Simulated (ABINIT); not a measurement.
A run of ABINIT 10.8.3 (patched build) is set up as follows.

Contents of run.abi:

```
ndtset 7
getwfk -1
scalecart1 3*0.9795861087
scalecart2 3*0.9864848297
scalecart3 3*0.9932883884
scalecart4 3*1.0000000000
scalecart5 3*1.0066227096
scalecart6 3*1.0131594038
scalecart7 3*1.0196128224

pp_dirpath "./"
pseudos "Sn.GGA_PBE-JTH.xml"

acell 3*1.0
rprim
    -3.5803730398     3.5803730398     3.5803730398
     3.5803730398    -3.5803730398     3.5803730398
     3.5803730398     3.5803730398    -3.5803730398
ntypat 1
znucl 50
natom 1
typat 1
xred
     0.0000000000     0.0000000000     0.0000000000

ecut 22.0
pawecutdg 44.0
pawxcdev 0

kptopt 1
ngkpt 10 10 10
nshiftk 1
shiftk 0.0 0.0 0.0

ixc -116133

nband 11
occopt 3
tsmear 0.05 eV

nstep 100
tolvrs 1.0e-9

iomode 3
prtwf 1
prtden 0
prteig 0
prtebands 0
enunit 2
```

Potentials or basis: JTH PAW PBE v2.0.

Run with:

```sh
$ abinit run.abi > log 2>&1
```

(1) Predict the pressure derivative of the bulk modulus.

(2) Estimate the bulk modulus.

Results:

(1) 5.1 (rough: it moves with the points fitted).

(2) 54 GPa.

Caveat: pressures at fixed basis lie under the slope of the energies; the PAW data sets were made with another functional, which shifts forces and pressure a little.
